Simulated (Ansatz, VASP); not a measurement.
One calculation of CoSi, two programs

Contents of INCAR:

```
SYSTEM = CoSi
ALGO = Normal ; EDIFF = 1E-6
ENCUT = 520 ; GGA = PS
ISIF = 2 ; ISMEAR = -1
ISPIN = 2 ; LASPH = .True.
LCHARG = .True. ; LELF = .True.
LMAXMIX = 4 ; LORBIT = 11
LREAL = .False. ; LVHAR = .True.
LWAVE = .False. ; MAGMOM = 2 0
NBANDS = 18 ; NELM = 150
PREC = Accurate ; SIGMA = 0.05
```

KPOINTS

```
k-points
0
Gamma
  10 10 10
  0 0 0
```

File POSCAR:

```
CoSi
1.0
    2.7813340000      0.0000000000      0.0000000000
    0.0000000000      2.7813340000      0.0000000000
    0.0000000000      0.0000000000      2.7813340000
Co Si
1 1
Direct
    0.0000000000      0.0000000000      0.0000000000
    0.5000000000      0.5000000000      0.5000000000
```

input.yaml

```yaml
crystal:
  lattice:
    - [2.781334, 0.0, 0.0]
    - [0.0, 2.781334, 0.0]
    - [0.0, 0.0, 2.781334]
  atoms:
    - { symbol: Co, position: [0.0, 0.0, 0.0], spin: 2.0 }
    - { symbol: Si, position: [0.5, 0.5, 0.5] }
kpoints:
  mp_grid: { grid: [10, 10, 10] }
scf:
  occupations: { method: fermi_dirac, width: 0.05 }
hamiltonian:
  xc: pbesol
  pseudopotentials: { kind: all_electron, lapw: { basis_error: 0.001 } }
magnetization:
  spin_polarized: true
output:
  forces: true
  stress: true
  eigenvalues: true
```

Alike in both runs: task single point; functional PBEsol; k mesh 10 × 10 × 10; occupations fermi-dirac, width 0.05 eV; collinear spin.

|  | VASP | Ansatz |
| --- | --- | --- |
| version | VASP 6.6.1 | Ansatz 0.2.0 |
| potentials or method | VASP PAW PBE potentials, release 64 (Co, Si) | all-electron LAPW, scalar-relativistic |
| plane-wave cutoff (eV) | 520 | see its input |

Ansatz gave:

```
gap on the k mesh at the Fermi level (eV)                     : none
pressure (GPa)                                                : -6.4
net moment per atom (μB)                                      : 0.27
size of the moment on the site where the two differ most (μB) : 0.54
```

Task: Which values does VASP return?

Result: gap on the k mesh at the Fermi level (eV): none; pressure (GPa): -6.4; net moment per atom (μB): 0.26; size of the moment on the site where the two differ most (μB): 0.52.

Site moments also hang on the region over which each program counts them. A gap of «none» marks a metal or a gap that the smearing closes. Ansatz ran all-electron here, so the differences hold the error of VASP's frozen core and of both bases.

Caveats: the PAW data sets were made with another functional, which shifts forces and pressure a little (VASP).
